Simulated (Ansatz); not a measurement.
**NbP (I4_1md): a single-point run**

The task is a single-point run on NbP (I4_1md). The structure is shown as the input types it.

Method: DFT PBE, scalar-relativistic, plane waves, PAW, in Ansatz 0.2.0.

3 further runs of the same task are left out: 2 that didn't finish, 1 set aside as unsound or not needed. Runs told in other sessions of the task aren't counted.

### Step 1. The system as given

It takes space group I4_1md (No. 109, tetragonal). The conventional cell has a = 3.346 Å, b = 3.346 Å, c = 11.435 Å, α = 90.00°, β = 90.00°, γ = 90.00°. Nb (site symmetry 2mm) is surrounded by 6 P at 2.54 to 2.55 Å. Around P (site symmetry 2mm) lie 6 Nb at 2.54 to 2.55 Å.

As a file:

```cif
data_structure
_symmetry_space_group_name_H-M 'I4_1md'
_symmetry_Int_Tables_number 109
_cell_length_a 3.3462
_cell_length_b 3.3462
_cell_length_c 11.4348
_cell_angle_alpha 90.000
_cell_angle_beta 90.000
_cell_angle_gamma 90.000
_cell_volume 128.04
loop_
_atom_site_label
_atom_site_type_symbol
_atom_site_symmetry_multiplicity
_atom_site_Wyckoff_symbol
_atom_site_fract_x
_atom_site_fract_y
_atom_site_fract_z
_atom_site_occupancy
Nb1 Nb 4 a 0.50000 0.50000 0.75001 1
P1 P 4 a 0.00000 0.00000 0.83262 1
```

### Step 2. The calculation

Input file input.yaml:

```yaml
crystal:
  lattice:
    - [-1.6731146522, 1.6731146522, 5.717413033]
    - [1.6731146522, -1.6731146522, 5.717413033]
    - [1.6731146522, 1.6731146522, -5.717413033]
  atoms:
    - { symbol: Nb, position: [0.5000094769, 0.5000094769, 0.0] }
    - { symbol: Nb, position: [0.2500094769, 0.7500094769, 0.5] }
    - { symbol: P, position: [0.0826190931, 0.0826190931, 0.0] }
    - { symbol: P, position: [0.8326190931, 0.3326190931, 0.5] }
basis:
  ecutwfc: 420
  ecutrho_ratio: 4
kpoints:
  mp_grid: { grid: [14, 14, 14] }
hamiltonian:
  xc: pbe
scf:
  occupations: { method: gaussian, width: 0.05 }
  max_iter: 50
output:
  forces: true
  stress: true
magnetization:
  spin_polarized: true
  initial_magnetization: 7
```

Command:

```sh
$ ansatz run input.yaml --threads 4 --pin off --max-ram 7168MiB --backend cpu --events-out ev --progress --plain --runs-dir out
```

What happens when this is run?

The program finished normally, with warnings (seeded moment not kept). Its log warns: «the starting moments were not kept: the SCF closed with an absolute magnetisation of 1.6e-6 μB, where they sum to 7 μB in size (4 sites) ...»

In the input, magnetization.spin_polarized is true; magnetization.initial_magnetization is 7. A typed moment is only a start; here the run ends at the energy of the run without it (within 1 meV an atom), so the result stands.

No remedy is needed.
